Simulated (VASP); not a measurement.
# BAs (F-43m) in VASP: further runs

One crystal, BAs, is run at these levels: PBE; tasks: relaxation of cell and atoms.

All numbers are computed with VASP 6.6.1; they aren't measurements. Logs are shortened: lines on timing, memory, paths and dates and some standing lists are left out, and cuts for length are marked.

### 1 The structure

The structure is cubic, space group F-43m (No. 216). The conventional cell has a = 4.777 Å, b = 4.777 Å, c = 4.777 Å, α = 90.00°, β = 90.00°, γ = 90.00°. B (site symmetry -43m) is surrounded by 4 As at 2.07 Å. As (site symmetry -43m) has 4 B at 2.07 Å as nearest neighbours.

### 2 Relaxation of cell and atoms, PBE

Input file INCAR:

```
PREC = Accurate
ENCUT = 520
EDIFF = 1E-7
ISMEAR = 0
SIGMA = 0.02
LREAL = F
LASPH = T
NELM = 60
ALGO = Normal
ISIF = 3
LWAVE = F
LCHARG = F
GGA = PE
IBRION = 2
NSW = 80
EDIFFG = -0.002
```

Input file KPOINTS:

```
Automatic mesh
0
Gamma
  12 12 12
```

Input file POSCAR:

```
BAs
1.0
    0.0000000000      2.3885000000      2.3885000000
    2.3885000000      0.0000000000      2.3885000000
    2.3885000000      2.3885000000      0.0000000000
B As
1 1
Direct
    0.0000000000      0.0000000000      0.0000000000
    0.2500000000      0.2500000000      0.2500000000
```

Potentials or basis: VASP PAW PBE potentials, release 64 (B, As).

Command:

```console
$ cat potpaw_PBE.64/B/POTCAR potpaw_PBE.64/As/POTCAR > POTCAR
$ mpirun -np 1 vasp_std > vasp.out
```

OUTCAR:

```text
PREC = Accurate
   ENCUT = 520
   EDIFF = 1E-7
   ISMEAR = 0
   LREAL = F
   LASPH = T
   NELM = 60
   ISIF = 3
   GGA = PE
   IBRION = 2
   NSW = 80
   EDIFFG = -0.002

 ion  position               nearest neighbor table
   1  0.000  0.000  0.000-   2 2.07   2 2.07   2 2.07   2 2.07
   2  0.250  0.250  0.250-   1 2.07   1 2.07   1 2.07   1 2.07

  LATTYP: Found a face centered cubic cell.
 ALAT       =     4.7770000000

  Lattice vectors:

 A1 = (   0.0000000000,   2.3885000000,   2.3885000000)
 A2 = (   2.3885000000,   0.0000000000,   2.3885000000)
 A3 = (   2.3885000000,   2.3885000000,   0.0000000000)

Analysis of symmetry for initial positions (statically):
=====================================================================
 Subroutine PRICEL returns:
 Original cell was already a primitive cell.

 Routine SETGRP: Setting up the symmetry group for a
 face centered cubic supercell.

 Subroutine GETGRP returns: Found 24 space group operations
 (whereof 24 operations were pure point group operations)
 out of a pool of 48 trial point group operations.

The static configuration has the point symmetry T_d .

Analysis of symmetry for dynamics (positions and initial velocities):
=====================================================================
 Subroutine PRICEL returns:
 Original cell was already a primitive cell.

 Routine SETGRP: Setting up the symmetry group for a
 face centered cubic supercell.

 Subroutine GETGRP returns: Found 24 space group operations
 (whereof 24 operations were pure point group operations)
 out of a pool of 48 trial point group operations.

The dynamic configuration has the point symmetry T_d .

 Subroutine INISYM returns: Found 24 space group operations
 (whereof 24 operations are pure point group operations),
 and found     1 'primitive' translations

----------------------------------------------------------------------------------------

                                     Primitive cell

  volume of cell :      27.2525

  direct lattice vectors                    reciprocal lattice vectors
     0.000000000  2.388500000  2.388500000    -0.209336404  0.209336404  0.209336404
     2.388500000  0.000000000  2.388500000     0.209336404 -0.209336404  0.209336404
     2.388500000  2.388500000  0.000000000     0.209336404  0.209336404 -0.209336404

  length of vectors
     3.377849094  3.377849094  3.377849094     0.362581287  0.362581287  0.362581287

  position of ions in fractional coordinates (direct lattice)
     0.000000000  0.000000000  0.000000000
     0.250000000  0.250000000  0.250000000

  ion indices of the primitive-cell ions
   primitive index   ion index
                 1           1
                 2           2

----------------------------------------------------------------------------------------

 KPOINTS: Automatic mesh

Automatic generation of k-mesh.
 Grid dimensions read from file:
 generate k-points for:   12   12   12

 Generating k-lattice:

  Cartesian coordinates                     Fractional coordinates (reciprocal lattice)
    -0.017444700  0.017444700  0.017444700     0.083333333  0.000000000  0.000000000
     0.017444700 -0.017444700  0.017444700     0.000000000  0.083333333  0.000000000
     0.017444700  0.017444700 -0.017444700     0.000000000  0.000000000  0.083333333

  Length of vectors
     0.030215107  0.030215107  0.030215107

  Shift w.r.t. Gamma in fractional coordinates (k-lattice)
     0.000000000  0.000000000  0.000000000

 Subroutine IBZKPT returns following result:
 ===========================================

 Found     72 irreducible k-points:

 Following reciprocal coordinates:
            Coordinates               Weight
  0.000000  0.000000  0.000000      1.000000
  0.083333  0.000000  0.000000      8.000000
  0.166667  0.000000  0.000000      8.000000
  0.250000  0.000000  0.000000      8.000000
  0.333333  0.000000  0.000000      8.000000
  0.416667  0.000000  0.000000      8.000000
[... 16 lines left out ...]
  0.500000  0.166667  0.000000     24.000000
 -0.416667  0.166667  0.000000     24.000000
 [... further k-points ...]
   k-points           NKPTS =     72   k-points in BZ     NKDIM =     72   number of bands    NBANDS=      8
   number of dos      NEDOS =    301   number of ions     NIONS =      2
   total plane-waves  NPLWV =  21952
   dimension x,y,z NGX =    28 NGY =   28 NGZ =   28
   dimension x,y,z NGXF=    56 NGYF=   56 NGZF=   56
   ions per type =               1   1
   NGX,Y,Z   is equivalent  to a cutoff of  13.78, 13.78, 13.78 a.u.
   NGXF,Y,Z  is equivalent  to a cutoff of  27.56, 27.56, 27.56 a.u.
 SYSTEM =  unknown system
   PREC   = accura    normal or accurate (medium, high low for compatibility)
   ISTART =      0    job   : 0-new  1-cont  2-samecut
   ICHARG =      2    charge: 1-file 2-atom 10-const
   ISPIN  =      1    spin polarized calculation?
   LNONCOLLINEAR =      F non collinear calculations
   LSORBIT =      F    spin-orbit coupling
   LASPH  =      T    aspherical Exc in radial PAW
   ENCUT  =  520.0 eV  38.22 Ry    6.18 a.u.   6.28  6.28  6.28*2*pi/ulx,y,z
   NELM   =     60;   NELMIN=  2; NELMDL= -5     # of ELM steps
   EDIFF  = 0.1E-06   stopping-criterion for ELM
   LREAL  =      F    real-space projection
   EDIFFG = -.2E-02   stopping-criterion for IOM
   NSW    =     80    number of steps for IOM
   IBRION =      2    ionic relax: 0-MD 1-quasi-New 2-CG
   NFREE  =      1    steps in history (QN), initial steepest desc. (CG)
   ISIF   =      3    stress and relaxation
   ISYM   =      2    0-nonsym 1-usesym 2-fastsym
   POTIM  = 0.5000    time-step for ionic-motion
   TEBEG  =    0.0;   TEEND  =   0.0 temperature during run
   PSTRESS=    0.0 pullay stress
   NELECT =       8.0000    total number of electrons
   NUPDOWN=      -1.0000    fix difference up-down
   EMIN   =  10.00;   EMAX   =-10.00  energy-range for DOS
   EFERMI =   0.00;   METHOD = LEGACY
   ISMEAR =     0;   SIGMA  =   0.02  broadening in eV -4-tet -1-fermi 0-gaus
   EFERMI_NEDOS =   21; number of points for ismear=-14 and -15
   IALGO  =     38    algorithm
   IMIX   =      4    mixing-type and parameters
     AMIX     =   0.40;   BMIX     =  1.00
     AMIX_MAG =   1.60;   BMIX_MAG =  1.00
  volume/ion in A,a.u.               =      13.63        91.95
  Fermi-wavevector in a.u.,A,eV,Ry     =   1.088018  2.056057 16.106360  1.183784
  Thomas-Fermi vector in A             =   2.224191
   LORBIT       =      0    0 simple, 1 ext, 2 COOP (PROOUT), +10 PAW based schemes
   GGA     = PE    functional components
   LHFCALC =     F    Hartree Fock is set to
   AEXX    =    0.0000 exact exchange contribution
   IVDW    =     0    specifies the selected vdW correction
   LEPSILON=     F    determine dielectric tensor
   LRPA    =     F    only Hartree local field effects (RPA)
 conjugate gradient relaxation of ions
 non-spin polarized calculation
 Gauss-broadening in eV      SIGMA  =   0.02
  energy-cutoff  :      520.00
  volume of cell :       27.25
 maximum number of plane-waves:       754
 NGX is ok and might be reduce to    28
   NGX = 13   NGY = 13   NGZ = 13

--------------------------------------- Ionic step        1  -------------------------------------------

 number of electron       8.0000000 magnetization

 Free energy of the ion-electron system (eV)
  ---------------------------------------------------
  ext. energy  EPLUGINS =         0.00000000
  ---------------------------------------------------
  free energy    TOTEN  =       -11.40672997 eV

  energy without entropy =      -11.40672997  energy(sigma->0) =      -11.40672997

------------------------ aborting loop because EDIFF is reached ----------------------------------------

  FORCE on cell =-STRESS in cart. coord.  units (eV):
  Direction    XX          YY          ZZ          XY          YZ          ZX
  --------------------------------------------------------------------------------------
  -------------------------------------------------------------------------------------
  Total        0.5837193      0.5837193      0.5837193      0.0000000      0.0000000      0.0000000
  in kB       34.3169699     34.3169699     34.3169699      0.0000000      0.0000000      0.0000000
  external PRESSURE =      34.3169699 kB  Pullay stress =       0.0000000 kB
[... 57 lines left out ...]
  energy  without entropy=      -11.4104635079  energy(sigma->0) =      -11.41046351

--------------------------------------- Ionic step        3  -------------------------------------------

 number of electron       8.0000000 magnetization

 Free energy of the ion-electron system (eV)
  ---------------------------------------------------
  ext. energy  EPLUGINS =         0.00000000
  ---------------------------------------------------
  free energy    TOTEN  =       -11.41385089 eV

  energy without entropy =      -11.41385089  energy(sigma->0) =      -11.41385089

 E-fermi :   5.9587     XC(G=0): -10.4777

 val. band max:        5.8565727078   @ k =   0.0000   0.0000   0.0000
 cond. band min:       7.0656687241   @ k =   0.4167   0.4167   0.0000
 fundamental gap:      1.2090960163
 Fermi energy:         5.9586572952

 k-point     1 :       0.0000    0.0000    0.0000
  band No.  band energies     occupation
      1      -9.3218      2.00000
      2       5.8566      2.00000
      3       5.8566      2.00000
      4       5.8566      2.00000
      5       9.1025      0.00000
      6       9.1025      0.00000
      7       9.1025      0.00000
      8      10.2317      0.00000
[... 243 lines left out ...]
 k-point    24 :      -0.4167    0.1667    0.0000
  band No.  band energies     occupation
      1      -6.2489      2.00000
      2      -2.3796      2.00000
      3       1.9810      2.00000
      4       3.5717      2.00000
      5       9.0408      0.00000
      6      11.2942      0.00000
      7      11.8332      0.00000
      8      14.9377      0.00000

 [... further k-points ...]

------------------------ aborting loop because EDIFF is reached ----------------------------------------

  FORCE on cell =-STRESS in cart. coord.  units (eV):
  Direction    XX          YY          ZZ          XY          YZ          ZX
  --------------------------------------------------------------------------------------
  -------------------------------------------------------------------------------------
  Total        0.0013005      0.0013005      0.0013005     -0.0000000      0.0000000      0.0000000
  in kB        0.0745933      0.0745933      0.0745933     -0.0000000      0.0000000      0.0000000
  external PRESSURE =       0.0745933 kB  Pullay stress =       0.0000000 kB
[... 17 lines left out ...]
  FREE ENERGIE OF THE ION-ELECTRON SYSTEM (eV)
  ---------------------------------------------------
  free  energy   TOTEN  =       -11.4138508904 eV

  energy  without entropy=      -11.4138508904  energy(sigma->0) =      -11.41385089

 reached required accuracy - stopping structural energy minimisation
```

Wall time 23 s (1 thread of Intel Xeon Platinum 8488C (Sapphire Rapids), shared host); peak memory 0.17 GiB.

What came out:

```
Free energy                            : -11.4139 eV
Relaxed volume                         : 13.97 Å³/atom
Relaxed cell                           : a = 3.406 Å, b = 3.406 Å, c = 3.406 Å, α = 60.00°, β = 60.00°, γ = 60.00°
Space group after relaxing (to 0.05 Å) : F-43m (No. 216)
Energy gained by relaxing              : 3.6 meV/atom
Ionic steps                            : 3
Pressure after relaxing                : 0.0 GPa
Band gap on the k mesh                 : 1.21 eV, indirect (least direct gap 3.25 eV)
```

Step by step:
| step | energy change (eV) | largest force (eV/Å) | pressure (GPa) | volume (Å³) |
| --- | --- | --- | --- | --- |
| 1 | 0.0000 | 0.0000 | 3.43 | 27.25 |
| 2 | -0.0037 | 0.0000 | -2.19 | 28.42 |
| 3 | -0.0071 | 0.0000 | 0.01 | 27.93 |

Final structure:
```
CELL_PARAMETERS angstrom
0.00000 2.40823 2.40823
2.40823 0.00000 2.40823
2.40823 2.40823 0.00000
ATOMIC_POSITIONS crystal
B 0.00000 0.00000 0.00000
As 0.25000 0.25000 0.25000
```

Levels at points of the mesh, in eV from the valence-band top:
```tsv
k point	band 1	band 2	band 3	band 4	band 5	band 6	band 7	band 8
(0.00, 0.00, 0.00)	-15.18	0.00	0.00	0.00	3.25	3.25	3.25	4.38
(0.50, 0.00, 0.00)	-12.40	-8.61	-1.78	-1.78	2.55	4.75	4.75	8.82
(0.50, 0.50, 0.00)	-11.12	-8.39	-3.98	-3.98	1.46	1.46	11.13	11.13
```

### 3 Relaxation of cell and atoms, PBE

This run uses another cell than the first one, of 13.97 Å³/atom, 1.025 times its volume.

INCAR is that of step 2.

KPOINTS is that of step 2.

Input file POSCAR:

```
BAs                                     
1.0
    0.0000000000      2.4082271941      2.4082271941
    2.4082271941      0.0000000000      2.4082271941
    2.4082271941      2.4082271941      0.0000000000
  B               As            
     1     1
Direct
     0.0000000000000000    0.0000000000000000    0.0000000000000000
     0.2500000000000000    0.2500000000000000    0.2500000000000000
```

Potentials or basis: VASP PAW PBE potentials, release 64 (B, As).

Command:

```console
$ cat potpaw_PBE.64/B/POTCAR potpaw_PBE.64/As/POTCAR > POTCAR
$ mpirun -np 1 vasp_std > vasp.out
```

It took 14 s on 1 thread of Intel Xeon Platinum 8488C (Sapphire Rapids), shared host; peak memory 0.16 GiB.

It converged, with:

* Free energy: -11.4140 eV
* Pressure after relaxing: 0.0 GPa
* Band gap on the k mesh: 1.21 eV, indirect (least direct gap 3.25 eV)

Final structure:
```yaml
crystal:
  lattice:
    - [0.00000, 2.40823, 2.40823]
    - [2.40823, 0.00000, 2.40823]
    - [2.40823, 2.40823, 0.00000]
  atoms:
    - { symbol: B, position: [0.00000, 0.00000, 0.00000] }
    - { symbol: As, position: [0.25000, 0.25000, 0.25000] }
```

Levels at points of the mesh, in eV from the valence-band top:
```tsv
k point	band 1	band 2	band 3	band 4	band 5	band 6	band 7	band 8
(0.00, 0.00, 0.00)	-15.18	0.00	0.00	0.00	3.25	3.25	3.25	4.38
(0.50, 0.00, 0.00)	-12.40	-8.61	-1.78	-1.78	2.55	4.75	4.75	8.82
(0.50, 0.50, 0.00)	-11.12	-8.39	-3.98	-3.98	1.46	1.46	11.13	11.13
```

Caveat: the relaxation stopped at its first step, so nothing moved. PBE gaps usually lie below the measured ones, often by a third to a half.
